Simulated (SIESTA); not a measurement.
Runs of SIESTA 5.4.2 on ZnS (Wurtzite-2H). It takes space group P6_3mc (No. 186, hexagonal). Conventional cell: a = 3.811 Å, b = 3.811 Å, c = 6.234 Å, α = 90.00°, β = 90.00°, γ = 120.00°. Around Zn (site symmetry 3m) lie 4 S at 2.31 to 2.40 Å. S (site symmetry 3m) has 4 Zn at 2.31 to 2.40 Å as nearest neighbours. 

```tsv
task	level	potentials or basis	cell	k mesh	broadening (eV)	window to (eV)	polarisation	direction	optical mesh offset	energy shift	gap on the mesh (eV)	pressure (GPa)	relaxed volume (Å³/atom)	largest force (eV/Å)
band structure	PBE	PseudoDojo 0.4 standard (PBE files), TZDP (energy shift 0.002 Ry)	as given	8 × 8 × 5	-	-	-	-	-	0.002 Ry	2.67	(c)	-	0.33
band structure	PBE	PseudoDojo 0.4 standard (PBE files), TZP (energy shift 0.01 Ry)	as given	8 × 8 × 5	-	-	-	-	-	0.01 Ry	2.52	0.8	-	(b)
optical spectrum	PBE	PseudoDojo 0.4 standard (PBE files), DZP (energy shift 0.002 Ry)	as given	6 × 6 × 4	0.2 eV	30 eV	polarized	1.0 0.0 0.0	true	0.002 Ry	2.86	4.1	-	0.35
relaxation of cell and atoms	PBEsol	PseudoDojo 0.4 standard (PBEsol files), DZP (energy shift 0.002 Ry)	relaxed	6 × 6 × 4	-	-	-	-	-	0.002 Ry	2.71	0.0	(a)	-
relaxation of cell and atoms	PBE	PseudoDojo 0.4 standard (PBE files), DZP (energy shift 0.003 Ry; two zetas on semicore shells)	relaxed	6 × 6 × 4	-	-	-	-	-	0.003 Ry	2.43	0.1	20.31	0.01
relaxation of cell and atoms	RPBE	PseudoDojo 0.4 standard (PBE files), DZP (energy shift 0.002 Ry)	relaxed	8 × 8 × 5	-	-	-	-	-	0.002 Ry	2.54	0.0	21.47	-
optical spectrum	PBEsol	PseudoDojo 0.4 standard (PBEsol files), DZP (energy shift 0.002 Ry)	as given	6 × 6 × 4	0.3 eV	30 eV	unpolarized	0.0 0.0 1.0	true	0.002 Ry	2.72	0.6	-	0.33
relaxation of cell and atoms	vdW-DF-C09	PseudoDojo 0.4 standard (PBE files), DZP (energy shift 0.002 Ry)	relaxed	8 × 8 × 5	-	-	-	-	-	0.002 Ry	2.64	0.0	19.91	-
```

Alike in all rows: no spin polarisation; smearing fermi-dirac 0.05 eV; grid cutoff 800 Ry.

Question: Estimate the missing entries.

Answer: (a) 19.73; (b) 0.36; (c) 2.5.

Caveats: the valence orbitals were made in a potential fitted to the semicore shell under them, which widens gaps by tenths of an eV or more; the basis of atomic orbitals isn't converged, which shifts pressures, moduli and gaps; semicore shells carry a single zeta, which can move pressures by several GPa and volumes by a few percent (some runs); the basis holds too few empty states to meet the f-sum rule, so the spectrum is short of weight at high energy (some runs); the potentials were made for another functional, which shifts forces and pressure (some runs); an odd mesh through Γ misses points on the zone boundary, where band edges often lie (some runs); short orbitals over semicore shells can move pressures by several GPa (some runs).

Not every run made on this cell is shown here.
